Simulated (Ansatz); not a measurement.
BaF2:
```cif
data_Ba4F8
_chemical_formula_sum 'Ba4 F8'
_space_group_name_H-M_alt 'Fm-3m'
_space_group_IT_number 225
_space_group_name_Hall '-F 4 2 3'
_cell_length_a 6.19473
_cell_length_b 6.19473
_cell_length_c 6.19473
_cell_angle_alpha 90.000
_cell_angle_beta 90.000
_cell_angle_gamma 90.000
loop_
_atom_site_label
_atom_site_type_symbol
_atom_site_symmetry_multiplicity
_atom_site_Wyckoff_symbol
_atom_site_fract_x
_atom_site_fract_y
_atom_site_fract_z
_atom_site_occupancy
Ba1 Ba 4 a 0.00000 0.00000 0.00000 1
F1 F 8 c 0.25000 0.25000 0.25000 1
```
(The calculation used a cell of 3 atoms; values per cell refer to that cell.)

Relaxed with r²SCAN.

Give the optical modes at the zone centre with their infrared and Raman activity from DFPT, the program Ansatz at the r²SCAN level (PAW).

Transverse frequencies, without the LO–TO term; a row sums one degenerate level.

```json
[
 {"ω (cm⁻¹)": "185", "degeneracy": "3", "IR ((D/Å)²/amu)": "15.50", "Raman (Å⁴/amu)": "0", "activity": "IR", "symmetry": "T1u"},
 {"ω (cm⁻¹)": "243", "degeneracy": "3", "IR ((D/Å)²/amu)": "0.00", "Raman (Å⁴/amu)": "5.6", "activity": "Raman", "symmetry": "T2g"}
]
```

How high does the top mode go among those that the LO–TO term moves?

340 cm⁻¹ for q along x.

The r²SCAN relaxation kept the symmetry of its start; phonons on a q-mesh show no instability. Scalar-relativistic: spin–orbit coupling is off unless named, which matters more the heavier the elements.

Potentials: the later of the program's two PAW sets.
